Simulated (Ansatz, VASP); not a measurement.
**LiCl in VASP and in Ansatz**

File INCAR:

```
ALGO = Normal
EDIFF = 1E-6
ENCUT = 520
GGA = PE
ISIF = 2
ISMEAR = 0
LASPH = T
LCHARG = F
LREAL = F
LWAVE = F
NBANDS = 12
NELM = 100
PREC = Accurate
SIGMA = 0.05
```

KPOINTS

```
k-points
0
Gamma
  8 8 8
```

Contents of POSCAR:

```
LiCl
1.0
    0.0000000000      2.5647600000      2.5647600000
    2.4621696000      0.0000000000      2.5647600000
    2.4621696000      2.5647600000      0.0000000000
Li Cl
1 1
Direct
    0.0000000000      0.0000000000      0.0000000000
    0.5000000000      0.5000000000      0.5000000000
```

Input for Ansatz:

```yaml
crystal:
  lattice:
    - [0.0, 2.56476, 2.56476]
    - [2.4621696, 0.0, 2.56476]
    - [2.4621696, 2.56476, 0.0]
  atoms:
    - { symbol: Li, position: [0.0, 0.0, 0.0] }
    - { symbol: Cl, position: [0.5, 0.5, 0.5] }
basis:
  ecutwfc: 420
kpoints:
  mp_grid: { grid: [8, 8, 8] }
hamiltonian:
  xc: pbe
scf:
  occupations: { method: gaussian, width: 0.05 }
output:
  forces: true
  stress: true
  eigenvalues: true
```

Change from the starting cell: strain -0.0400 x Voigt [1, 0, 0, 0, 0, 0], atoms carried along.

Alike in both runs: task single point; functional PBE; k mesh 8 × 8 × 8; occupations gaussian, width 0.05 eV; no spin polarisation.

|  | VASP | Ansatz |
| --- | --- | --- |
| version | VASP 6.6.1 | Ansatz 0.2.0 |
| potentials or method | VASP PAW PBE potentials, release 64 (Li_sv, Cl) | scalar-relativistic, plane waves, PAW |
| plane-wave cutoff (eV) | 520 | 420 |
| valence electrons in the cell | 10 | 10 |

Ansatz gave:

| Quantity | Value |
| --- | --- |
| gap on the k mesh at the Fermi level (eV) | 6.53 |
| least direct gap on the mesh (eV) | 6.53 |

**Question.** Which values does VASP return?

**Answer.** gap on the k mesh at the Fermi level (eV): 6.54; least direct gap on the mesh (eV): 6.54.

 A k mesh can miss the band edges.
